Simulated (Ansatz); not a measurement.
# ZnS (Wurtzite-6H) (P6_3mc) in Ansatz: a series of runs

Runs on ZnS (Wurtzite-6H). Level: r2SCAN+D3(BJ). Tasks: single point, equation of state.

Everything below comes from runs of Ansatz 0.2.0. Logs are shortened: lines on timing, memory, paths and dates and some standing lists are left out, and cuts for length are marked.

### 1 The crystal as given

Symmetry: P6_3mc, No. 186, hexagonal system. Conventional cell: a = 3.812 Å, b = 3.812 Å, c = 18.690 Å, α = 90.00°, β = 90.00°, γ = 120.00°. Zn (site symmetry 3m) has 4 S at 2.33 to 2.34 Å as nearest neighbours. Zn (site symmetry 3m) has 4 S at 2.33 to 2.34 Å as nearest neighbours. Zn (site symmetry 3m) has 4 S at 2.33 to 2.34 Å as nearest neighbours. S (site symmetry 3m) is surrounded by 4 Zn at 2.33 to 2.34 Å. Around S (site symmetry 3m) lie 4 Zn at 2.33 to 2.34 Å. Around S (site symmetry 3m) lie 4 Zn at 2.33 to 2.34 Å.

### 2 Single point, r2SCAN+D3(BJ), 18.42 Å³/atom (volume scaled by 0.94)

input.yaml

```yaml
crystal:
  lattice:
    - [3.7341822464, 0.0, 0.0]
    - [-1.8670911232, 3.2338966877, 0.0]
    - [0.0, 0.0, 18.308454576]
  atoms:
    - { symbol: Zn, position: [0.3333333333, 0.6666666667, 0.83333] }
    - { symbol: Zn, position: [0.6666666667, 0.3333333333, 0.33333] }
    - { symbol: Zn, position: [0.6666666667, 0.3333333333, 0.66667] }
    - { symbol: Zn, position: [0.3333333333, 0.6666666667, 0.16667] }
    - { symbol: Zn, position: [0.0, 0.0, 0.5] }
    - { symbol: Zn, position: [0.0, 0.0, 0.0] }
    - { symbol: S, position: [0.3333333333, 0.6666666667, 0.95833] }
    - { symbol: S, position: [0.6666666667, 0.3333333333, 0.45833] }
    - { symbol: S, position: [0.6666666667, 0.3333333333, 0.79167] }
    - { symbol: S, position: [0.3333333333, 0.6666666667, 0.29167] }
    - { symbol: S, position: [0.0, 0.0, 0.625] }
    - { symbol: S, position: [0.0, 0.0, 0.125] }
hamiltonian:
  xc: r2scan
  pseudopotentials: { kind: paw }
  dispersion: d3bj
kpoints:
  mp_grid: { grid: [8, 8, 2] }
scf:
  occupations: { method: fermi_dirac, width: 0.05 }
output:
  forces: true
  stress: true
  eigenvalues: true
```

Potentials or basis: Ansatz PAW.

Started as:

```console
ansatz run input.yaml --threads 2 --pin off --max-ram 5120MiB --backend cpu --events-out ev --progress --plain --runs-dir out
```

Standard output:

```text
Warning: the engine holds no damping parameters fitted to this dispersion correction and functional, so the run takes those fitted to r2scan beside the three-body term, which d3bj leaves out (hamiltonian.dispersion, under Limitations)
Warning: RAYON_NUM_THREADS=2 ignored (pool sized by the plan → 2); use --threads N
Engine: ansatz 0.2.0, aarch64-unknown-linux-gnu
Pseudopotentials: kind: paw
Pseudopotential: Zn, paw, valence charge 12, recommended cutoff 500 eV (meta_gga), Zn.paw.azcp
Pseudopotential: S, paw, valence charge 6, recommended cutoff 500 eV (meta_gga), S.paw.azcp
Functional definition: r2SCAN
  parameter k0 = 0.174
  parameter k1 = 0.065
  parameter a1 = 4.9479
  exchange = r2scan_x(k0 = k0, k1 = k1, a1 = a1)
  correlation = r2scan_c
Crystal: 12 atoms, lattice volume = 221.092 Å³
Basis set: ecut = 500 eV, 5575 PW (Γ), exchange–correlation on 120×120×540 points (64 copies of the dense FFT grid, shifted against one another)
Bands: 66, of which v1, the nominal top of the filled ones, is band 54 counted from 1 (53 counted from 0)
Symmetry: 12 space group operations
Space group: P63mc (ITA 186), of the structure as read, at distance tolerance 6.0e-5 Å
k-points: 20 of 128
Non-local potential: Zn, projectors of the file, l = 0: 2, l = 1: 2, l = 2: 3, l = 3: 1
Non-local potential: S, projectors of the file, l = 0: 2, l = 1: 2, l = 2: 2
PAW form: soft (Blöchl's): semilocal exchange-correlation on the pseudo side does not see the compensation charge
PAW frozen core: Zn, regenerated for the run's functional (the file was generated under x = pbe(κ = 0.804, μ = 0.2195149727645171), c = pbe(β = 0.06672455060314922))
PAW frozen core: S, regenerated for the run's functional (the file was generated under x = pbe(κ = 0.804, μ = 0.2195149727645171), c = pbe(β = 0.06672455060314922))
PAW one-centre angular grid: Zn, 590 points (default); XC on 261 of its mesh's 2673 points in the sphere
PAW one-centre angular grid: S, 302 points (default); XC on 160 Gauss nodes
Initial density: superposition of atomic densities (neutral atoms: chi_scale 0, normalization atom), corrected by the library's trained network
Initial wavefunctions: pseudopotential atomic-orbital guess
Functional: x = r2scan, c = r2scan; τ floored in thin density (d = 2e-4 eV/Å³)
SCF iter   1: F=—  HF=-25402.346527 eV  |F-HF|=—  |Δ(HF+E_count)|=         —  Δρ=1.58e-2  dr2=2.81e-1  dr2_τ=5.01e-2  ethr=1.77e-3  ⟨swp⟩=10.3  Hψ=6756  notcnv=0  defer=6
preconditioner: auto → Resta (q_TF=auto, 2.421 Å⁻¹)  ε∞=5.9  [insulator: Δε(μ)=3.003 eV  Ē_g=11.747 eV  σ=0.050 eV  W_gap=1.00  n_scr=68 (ndim 8)  ℏωp=26.0 eV  f_vac=0.021  D(μ)=0.00/eV (n_scr^D=0)  ε∞_Penn≈5.9]
SCF iter   2: F=—  HF=-25402.364279 eV  |F-HF|=—  |Δ(HF+E_count)|=   1.78e-2  Δρ=2.42e-3  dr2=7.47e-3  dr2_τ=1.63e-3  ethr=2.60e-4  ⟨swp⟩=2.5  Hψ=2647  notcnv=0  defer=95
SCF iter   3: F=—  HF=-25402.354081 eV  |F-HF|=—  |Δ(HF+E_count)|=   1.02e-2  Δρ=3.32e-3  dr2=1.15e-2  dr2_τ=8.84e-5  ethr=6.92e-6  ⟨swp⟩=2.0  Hψ=2329  notcnv=0  defer=35
automatic band count: iteration 3 solves 63 bands in place of 66: the levels show a gap, and the empty bands left out lie too high to hold charge; the band table lists the bands solved (type scf.n_extra_bands for more)
SCF iter   4: F=—  HF=-25402.353145 eV  |F-HF|=—  |Δ(HF+E_count)|=   9.36e-4  Δρ=6.54e-4  dr2=5.24e-4  dr2_τ=2.29e-5  ethr=6.92e-6  ⟨swp⟩=2.2  Hψ=2231  notcnv=0  defer=35
SCF iter   5: F=—  HF=-25402.353220 eV  |F-HF|=—  |Δ(HF+E_count)|=   7.54e-5  Δρ=1.55e-4  dr2=4.33e-5  dr2_τ=1.38e-6  ethr=4.86e-7  ⟨swp⟩=2.1  Hψ=2272  notcnv=0  defer=35
SCF iter   6: F=—  HF=-25402.353300 eV  |F-HF|=—  |Δ(HF+E_count)|=   8.03e-5  Δρ=4.60e-5  dr2=3.42e-6  dr2_τ=1.61e-8  ethr=4.01e-8  ⟨swp⟩=2.0  Hψ=2305  notcnv=0  defer=35
SCF iter   7: F=—  HF=-25402.353301 eV  |F-HF|=—  |Δ(HF+E_count)|=   9.71e-7  Δρ=1.91e-5  dr2=5.05e-7  dr2_τ=5.03e-9  ethr=3.17e-9  ⟨swp⟩=2.0  Hψ=2185  notcnv=0  defer=35
SCF iter   8: F=-25402.353301 eV  HF=-25402.353301 eV  |F-HF|=1.51e-8  |Δ(HF+E_count)|=   2.78e-7  Δρ=7.05e-6  dr2=8.68e-8  dr2_τ=1.63e-9  ethr=9.26e-11  ⟨swp⟩=10.4  Hψ=6386  notcnv=0
SCF 1 converged in 8 iterations: F = -25402.353301 eV  dr2 = 8.68e-8
SCF converged after 8 iterations
Free energy (F): -25402.353301 eV
Harris-Foulkes:  -25402.353301 eV  (|F-HF|=1.51e-8)
Internal energy: -25402.353301 eV  (E = F + TS)
E sigma→0 (E₀):  -25402.353301 eV
Fermi energy:    7.985985 eV
--- Per-component energies (eV) ---
  E_band       = 57.472304
  E_kinetic    = 1435.728575
  E_local      = -12016.133759  (includes V_loc(G=0)·N_el)
  E_nonlocal   = 3876.372629
  E_hartree    = 5051.101264
  E_xc         = -1300.766181
  E_vxc        = -897.791125  (∫ρ·V_xc dr)
  E_paw        = -14754.655798  (= ΣΔE_a)
  E_vpaw       = -2487.273310  (= ΣTr[D̂ρ^β])
  E_aug_tail   = -0.000282  (compensation charges beyond the density's cutoff)
  E_vtau       = 44.364537  (kinetic-family band-sum trace: ∫τ·v_τ [+ j·A + Jᵃ·Aᵃ] dr)
  E_ewald      = -7690.365032
  E_disp       = -1.880405  (pairwise vdW)
  E_core_change = -1.754313  (= ΣΔE_core)
  E_smearing   = -0.000000  (= −TS)
  E_closure    = 0.000000  (closes the sum)
  Σ components = -25402.353301   (vs F -25402.353301, Δ=0.00e0)
--- Forces (eV/Å), atoms counted from 1 ---
  atom   1  Zn     0.00000000    -0.00000000     0.00508682
  atom   2  Zn     0.00000000     0.00000000     0.00508682
  atom   3  Zn     0.00000000    -0.00000000     0.02372424
  atom   4  Zn     0.00000000     0.00000000     0.02372424
  atom   5  Zn     0.00000000     0.00000000    -0.00187884
  atom   6  Zn     0.00000000    -0.00000000    -0.00187884
  atom   7  S      0.00000000     0.00000000    -0.04048429
  atom   8  S      0.00000000    -0.00000000    -0.04048429
  atom   9  S     -0.00000000     0.00000000    -0.00953599
  atom  10  S     -0.00000000    -0.00000000    -0.00953599
  atom  11  S     -0.00000000     0.00000000     0.02309549
  atom  12  S     -0.00000000    -0.00000000     0.02309549
  max |Σ_I F_I| component: 1.49e-5 eV/Å
--- Stress (GPa, compression-positive) ---
        4.009681      -0.000000      -0.000000
        0.000000       4.009681      -0.000000
       -0.000000      -0.000000       4.104009
  P = ⅓ Tr σ = 4.0411 GPa (40.411 kbar)
--- Band table (eV; the first three rows and the last of 20) ---
  k-point 0: bands = ["-7.7619", "-7.5319", "-7.5228", "-6.9957", "-6.9871", "-6.6776", "-0.3653", "-0.3545", "-0.3526", "-0.3508", "-0.3508", "-0.3266", "-0.3266", "-0.3047", "-0.3047", "-0.2592", "-0.2592", "-0.2426", "-0.2426", "-0.2223", "-0.2223", "-0.2194", "-0.2084", "0.2522", "0.2522", "0.2565", "0.2565", "0.2752", "0.2752", "0.2815", "0.2815", "0.3025", "0.3025", "0.3145", "0.3145", "0.4520", "0.5988", "2.2397", "2.2528", "4.6657", "4.6860", "5.4384", "5.4384", "5.6585", "5.6585", "5.6724", "5.6724", "6.1572", "6.1572", "6.1684", "6.1684", "6.4162", "6.4432", "6.4432", "9.4588", "10.2878", "10.4203", "10.4676", "10.6016", "10.6208", "13.1903", "13.1903", "13.2575"]
  k-point 1: bands = ["-7.7009", "-7.7009", "-7.2722", "-7.2722", "-6.7654", "-6.7654", "-0.3589", "-0.3589", "-0.3423", "-0.3423", "-0.3423", "-0.3423", "-0.3264", "-0.3264", "-0.2818", "-0.2818", "-0.2818", "-0.2818", "-0.2291", "-0.2291", "-0.2291", "-0.2291", "0.0446", "0.0446", "0.2545", "0.2545", "0.2545", "0.2545", "0.2772", "0.2772", "0.2772", "0.2772", "0.3094", "0.3094", "0.3094", "0.3094", "1.2647", "1.2647", "3.4176", "3.4176", "5.4981", "5.4981", "5.4981", "5.4981", "5.8386", "5.8386", "5.9056", "5.9056", "5.9056", "5.9056", "6.3654", "6.3654", "6.3654", "6.3654", "9.9082", "9.9082", "10.3378", "10.3378", "10.6887", "10.6887", "13.2168", "13.2168", "13.2832"]
  k-point 2: bands = ["-7.6418", "-7.4210", "-7.4118", "-6.9100", "-6.9014", "-6.6105", "-0.3835", "-0.3770", "-0.3537", "-0.3306", "-0.3258", "-0.2989", "-0.2915", "-0.2798", "-0.2772", "-0.2726", "-0.2573", "-0.2255", "-0.2191", "-0.2087", "-0.1850", "-0.1813", "-0.1638", "0.2155", "0.2331", "0.2422", "0.2521", "0.2582", "0.2702", "0.2703", "0.2910", "0.2955", "0.3084", "0.3162", "0.3208", "0.5457", "0.7549", "2.2989", "2.3106", "4.4177", "4.4465", "4.6285", "4.9407", "4.9597", "5.1587", "5.4108", "5.4197", "5.4876", "5.6007", "5.7179", "5.9742", "5.9822", "6.2679", "6.2963", "10.2095", "10.9758", "11.0692", "11.1044", "11.2029", "11.3261", "12.5319", "12.5753", "12.8903"]
  k-point 19: bands = ["-6.4922", "-6.4922", "-6.4192", "-6.4192", "-6.3507", "-6.3507", "-0.2780", "-0.2780", "-0.2353", "-0.2353", "-0.1663", "-0.1663", "-0.1297", "-0.1297", "-0.0836", "-0.0836", "-0.0166", "-0.0166", "0.1014", "0.1014", "0.1433", "0.1433", "0.1963", "0.1963", "0.2497", "0.2497", "0.2768", "0.2768", "0.2996", "0.2996", "0.4948", "0.4948", "0.5463", "0.5463", "0.6526", "0.6526", "1.2045", "1.2045", "1.4681", "1.4681", "1.6508", "1.6508", "2.7959", "2.7959", "3.1768", "3.1768", "3.6357", "3.6357", "4.1274", "4.1274", "4.5406", "4.5406", "4.8324", "4.8324", "11.2434", "11.2434", "11.5530", "11.5530", "12.1428", "12.1428", "12.9953", "12.9953", "13.2189"]
```

It took 29 s on 2 threads of Arm Neoverse V1, shared host; peak memory 0.97 GiB.

What came out:

- Free energy: -25402.3533 eV
- Pressure: 4.0 GPa
- Largest force: 0.040 eV/Å
- Band gap on the k mesh: 3.02 eV, direct

Caveat: the cell's inner coordinates are idealised or old, which leaves forces on the atoms; the PAW data sets come from PBE, with cores solved anew for the run's functional, which leaves a small shift of forces and pressure; the dispersion damping was fitted for another functional or another form of the correction.

### 3 Single point, r2SCAN+D3(BJ), 18.82 Å³/atom (volume scaled by 0.96)

Edit input.yaml of step 2 so:

```diff
@@ -2,5 +2,5 @@
   lattice:
-    - [3.7341822464, 0.0, 0.0]
-    - [-1.8670911232, 3.2338966877, 0.0]
-    - [0.0, 0.0, 18.308454576]
+    - [3.7604801709, 0.0, 0.0]
+    - [-1.8802400855, 3.2566713584, 0.0]
+    - [0.0, 0.0, 18.4373916028]
   atoms:
```

Potentials or basis: Ansatz PAW.

Started as:

```console
ansatz run input.yaml --threads 2 --pin off --max-ram 5120MiB --backend cpu --events-out ev --progress --plain --runs-dir out
```

Run time: 30 s. Hardware: 2 threads of Arm Neoverse V1, shared host; peak memory 0.97 GiB.

The run converged. Its results:

- Free energy: -25402.4422 eV
- Pressure: 2.1 GPa
- Largest force: 0.037 eV/Å
- Band gap on the k mesh: 2.92 eV, direct

Caveat: the cell's inner coordinates are idealised or old, which leaves forces on the atoms; the PAW data sets come from PBE, with cores solved anew for the run's functional, which leaves a small shift of forces and pressure; the dispersion damping was fitted for another functional or another form of the correction.

### 4 Single point, r2SCAN+D3(BJ), 19.21 Å³/atom (volume scaled by 0.98)

Edit input.yaml of step 3 so:

```diff
@@ -2,5 +2,5 @@
   lattice:
-    - [3.7604801709, 0.0, 0.0]
-    - [-1.8802400855, 3.2566713584, 0.0]
-    - [0.0, 0.0, 18.4373916028]
+    - [3.7864153365, 0.0, 0.0]
+    - [-1.8932076683, 3.2791318707, 0.0]
+    - [0.0, 0.0, 18.5645500459]
   atoms:
```

Started as:

```console
ansatz run input.yaml --threads 2 --pin off --max-ram 5120MiB --backend cpu --events-out ev --progress --plain --runs-dir out
```

Run time: 32 s. Hardware: 2 threads of Arm Neoverse V1, shared host; peak memory 1 GiB.

It converged, with:

| Quantity | Value |
| --- | --- |
| Free energy | -25402.4760 eV |
| Pressure | 0.3 GPa |
| Largest force | 0.034 eV/Å |
| Band gap on the k mesh | 2.82 eV, direct |

Caveat: the cell's inner coordinates are idealised or old, which leaves forces on the atoms; the PAW data sets come from PBE, with cores solved anew for the run's functional, which leaves a small shift of forces and pressure; the dispersion damping was fitted for another functional or another form of the correction.

### 5 Single point, r2SCAN+D3(BJ), 19.60 Å³/atom

Edit input.yaml of step 4 so:

```diff
@@ -2,5 +2,5 @@
   lattice:
-    - [3.7864153365, 0.0, 0.0]
-    - [-1.8932076683, 3.2791318707, 0.0]
-    - [0.0, 0.0, 18.5645500459]
+    - [3.812, 0.0, 0.0]
+    - [-1.906, 3.3012888392, 0.0]
+    - [0.0, 0.0, 18.68999]
   atoms:
```

Started as:

```console
ansatz run input.yaml --threads 2 --pin off --max-ram 5120MiB --backend cpu --events-out ev --progress --plain --runs-dir out
```

Wall time 36 s (2 threads of Arm Neoverse V1, shared host); peak memory 1 GiB.

Results (log left out):

```yaml
Free_energy: -25402.4602 eV
Pressure: -1.3 GPa
Largest_force: 0.031 eV/Å
Band_gap_on_the_k_mesh: 2.72 eV, direct
```

Caveat: the cell's inner coordinates are idealised or old, which leaves forces on the atoms; the PAW data sets come from PBE, with cores solved anew for the run's functional, which leaves a small shift of forces and pressure; the dispersion damping was fitted for another functional or another form of the correction.

### 6 Single point, r2SCAN+D3(BJ), 19.99 Å³/atom (volume scaled by 1.02)

Edit input.yaml of step 5 so:

```diff
@@ -2,5 +2,5 @@
   lattice:
-    - [3.812, 0.0, 0.0]
-    - [-1.906, 3.3012888392, 0.0]
-    - [0.0, 0.0, 18.68999]
+    - [3.8372457688, 0.0, 0.0]
+    - [-1.9186228844, 3.3231523164, 0.0]
+    - [0.0, 0.0, 18.8137683755]
   atoms:
```

Potentials or basis: Ansatz PAW.

Started as:

```console
ansatz run input.yaml --threads 2 --pin off --max-ram 5120MiB --backend cpu --events-out ev --progress --plain --runs-dir out
```

It took 34 s on 2 threads of Arm Neoverse V1, shared host; peak memory 1 GiB.

Results (log left out):

* Free energy: -25402.3999 eV
* Pressure: -2.8 GPa
* Largest force: 0.028 eV/Å
* Band gap on the k mesh: 2.63 eV, direct

Caveat: the cell's inner coordinates are idealised or old, which leaves forces on the atoms; the PAW data sets come from PBE, with cores solved anew for the run's functional, which leaves a small shift of forces and pressure; the dispersion damping was fitted for another functional or another form of the correction.

### 7 Single point, r2SCAN+D3(BJ), 20.38 Å³/atom (volume scaled by 1.04)

Edit input.yaml of step 6 so:

```diff
@@ -2,5 +2,5 @@
   lattice:
-    - [3.8372457688, 0.0, 0.0]
-    - [-1.9186228844, 3.3231523164, 0.0]
-    - [0.0, 0.0, 18.8137683755]
+    - [3.8621636474, 0.0, 0.0]
+    - [-1.9310818237, 3.3447318322, 0.0]
+    - [0.0, 0.0, 18.9359391258]
   atoms:
@@ -30 +30,5 @@
   eigenvalues: true
+  write_density: true
+  write_potential: true
+  elf: true
+  volumetric_format: npy
```

Started as:

```console
ansatz run input.yaml --threads 2 --pin off --max-ram 5120MiB --backend cpu --events-out ev --progress --plain --runs-dir out
```

Wall time 47 s (2 threads of Arm Neoverse V1, shared host); peak memory 1 GiB.

The run converged. Its results:

| Quantity | Value |
| --- | --- |
| Free energy | -25402.2998 eV |
| Pressure | -4.0 GPa |
| Largest force | 0.025 eV/Å |
| Band gap on the k mesh | 2.54 eV, direct |

Caveat: the cell's inner coordinates are idealised or old, which leaves forces on the atoms; the PAW data sets come from PBE, with cores solved anew for the run's functional, which leaves a small shift of forces and pressure; the dispersion damping was fitted for another functional or another form of the correction.

### 8 Single point, r2SCAN+D3(BJ), 20.78 Å³/atom (volume scaled by 1.06)

Edit input.yaml of step 7 so:

```diff
@@ -2,5 +2,5 @@
   lattice:
-    - [3.8621636474, 0.0, 0.0]
-    - [-1.9310818237, 3.3447318322, 0.0]
-    - [0.0, 0.0, 18.9359391258]
+    - [3.8867640791, 0.0, 0.0]
+    - [-1.9433820395, 3.366036431, 0.0]
+    - [0.0, 0.0, 19.0565534549]
   atoms:
@@ -30,5 +30 @@
   eigenvalues: true
-  write_density: true
-  write_potential: true
-  elf: true
-  volumetric_format: npy
```

Started as:

```console
ansatz run input.yaml --threads 2 --pin off --max-ram 5120MiB --backend cpu --events-out ev --progress --plain --runs-dir out
```

Wall time 36 s (2 threads of Arm Neoverse V1, shared host); peak memory 1 GiB.

Results (log left out):

```yaml
Free_energy: -25402.1639 eV
Pressure: -5.2 GPa
Largest_force: 0.024 eV/Å
Band_gap_on_the_k_mesh: 2.46 eV, direct
```

Caveat: the cell's inner coordinates are idealised or old, which leaves forces on the atoms; the PAW data sets come from PBE, with cores solved anew for the run's functional, which leaves a small shift of forces and pressure; the dispersion damping was fitted for another functional or another form of the correction.

### 9 Equation of state, r2SCAN+D3(BJ)

Potentials or basis: Ansatz PAW.

This step only gathers the single runs of the series.

Results:

| Quantity | Value |
| --- | --- |
| Equilibrium volume | 19.27 Å³/atom |
| Bulk modulus at fixed shape and positions | 81 GPa |
| Pressure derivative of the bulk modulus | 4.3 |

Energy against volume, from the lowest point:
```
volume (Å³/atom)  energy (meV/atom)
          18.424              10.22
          18.816               2.81
          19.208               0.00
          19.600               1.32
          19.992               6.34
          20.384              14.68
          20.776              26.01
```

Caveat: the cell was scaled at fixed shape and fractional positions, which overstates the stiffness of a crystal with free parameters, most of all of layers and chains; the PAW data sets were made with another functional, which shifts forces and pressure a little; the cell's inner coordinates are idealised or old, which leaves forces on the atoms.
